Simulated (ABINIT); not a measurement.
A run of ABINIT 10.8.3 (patched build) is set up as follows.

The input run.abi:

```
pp_dirpath "./"
pseudos "32_Ge_14_2.2_2.3_pbe_n_v1.0.psp8"

acell 7.7082243162 7.7082243162 7.7082243162
rprim
     0.0000000000     0.7071067812     0.7071067812
     0.7071067812     0.0000000000     0.7071067812
     0.7071067812     0.7071067812     0.0000000000
ntypat 1
znucl 32
natom 2
typat 1 1
xred
     0.7500000000     0.7500000000     0.7500000000
     0.5000000000     0.5000000000     0.5000000000
chkprim 0
chksymtnons 0
tolsym 1.0e-6

ecut 31.0

kptopt 1
ngkpt 6 6 6
nshiftk 1
shiftk 0.0 0.0 0.0

ixc 11

nband 18
occopt 3
tsmear 0.00183747

nstep 100
tolvrs 1.0e-10

iomode 3
prtwf 0
prteig 0
prtebands 0
enunit 1
prtden 1
prtvha 1
prtvclmb 1
prtpot 1
prtelf 1
```

Potentials or basis: SPMS NC PBE v1.0.

Command:

```console
$ mpirun --bind-to none -np 4 abinit run.abi > log 2>&1
```

Problem. What does it give for the pressure?

Solution. 0.0 GPa.

Problem. What does it give for the band gap on the k mesh?

Solution. None (metal or under the smearing width).

Caveat: this crystal is a semiconductor, whose small gap the functional closes, so the metal is an error of the method.
